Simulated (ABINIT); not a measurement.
Runs of ABINIT 10.8.3 (patched build) on P. Symmetry: Cmce, No. 64, orthorhombic system. Conventional cell: a = 3.295 Å, b = 10.930 Å, c = 4.544 Å, α = 90.00°, β = 90.00°, γ = 90.00°. Around P (site symmetry m) lie 3 P at 2.20 to 2.25 Å. 

```csv
task,level,potentials or basis,cell,cutoff (eV),stop of the response cycle (tolvrs),q points,q points (reduced),cell freedom (optcell),optimiser (ionmov),gap on the mesh (eV),pressure (GPa),largest force (eV/Å)
single point,PBE,PseudoDojo NC SR PBE v0.4.1 standard,cell relaxed,599,-,-,-,-,-,0.12,0.0,-
phonons at a zone-boundary q,LDA,PseudoDojo NC SR LDA v0.4.1 standard,as given,490,1e-10,["R"],"[[0.0, 0.5, 0.5]]",-,-,none,-2.3,0.19
relaxation of cell and atoms,PBE,PseudoDojo NC SR PBE v0.4.1 standard,relaxed,599,-,-,-,2,2,0.12,0.0,-
single point,PBEsol,PseudoDojo NC SR PBEsol v0.4.1 standard,as given,599,-,-,-,-,-,none,-0.6,(a)
single point,LDA,PseudoDojo NC SR LDA v0.4.1 standard,as given,490,-,-,-,-,-,none,-2.3,0.19
```

Alike in all rows: no spin polarisation; k mesh 6 × 6 × 4; smearing fermi-dirac 0.05 eV.

Estimate the missing entries.

(a) 0.30.

Caveats: the mesh is coarse for a metal's response (some runs).

A k mesh can miss the band edges.

A gap of «none» marks a metal or a gap under the smearing width.
